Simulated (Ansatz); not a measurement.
Ge, 2 atoms in the cell. The structure is orthorhombic, space group Cmcm (No. 63). Conventional cell: a = 2.976 Å, b = 5.189 Å, c = 4.728 Å, α = 90.00°, β = 90.00°, γ = 90.00°. Ge (site symmetry m2m) has 12 Ge at 2.92 to 2.99 Å as nearest neighbours. This isn't the form of Ge at room conditions, which is diamond.

- Program: Ansatz 0.2.0
- Task: relaxation of cell and atoms
- Functional: PBE
- Dispersion: D3(BJ)
- Potentials or basis: Ansatz PAW
- Cutoff: 420 eV (not typed: the program's choice for these potentials)
- k mesh: 10 × 10 × 6
- Occupations: fermi-dirac, width 0.05 eV
- Spin: no spin polarisation

Potentials or basis: Ansatz PAW.

Launch:

```console
$ ansatz run input.yaml --threads 2 --pin off --max-ram 5632MiB --backend cpu --events-out ev --progress --plain --runs-dir out
```

Hardware: 2 threads of Arm Neoverse V2, on a shared host.

Question: Estimate the wall time of this run.

Answer: Run time: 50 s on 2 threads of Arm Neoverse V2, on a shared host, peak memory 0.36 GiB. Counts: scf iterations 134, plane waves 725, k points 124, bands 18, ion steps 25.
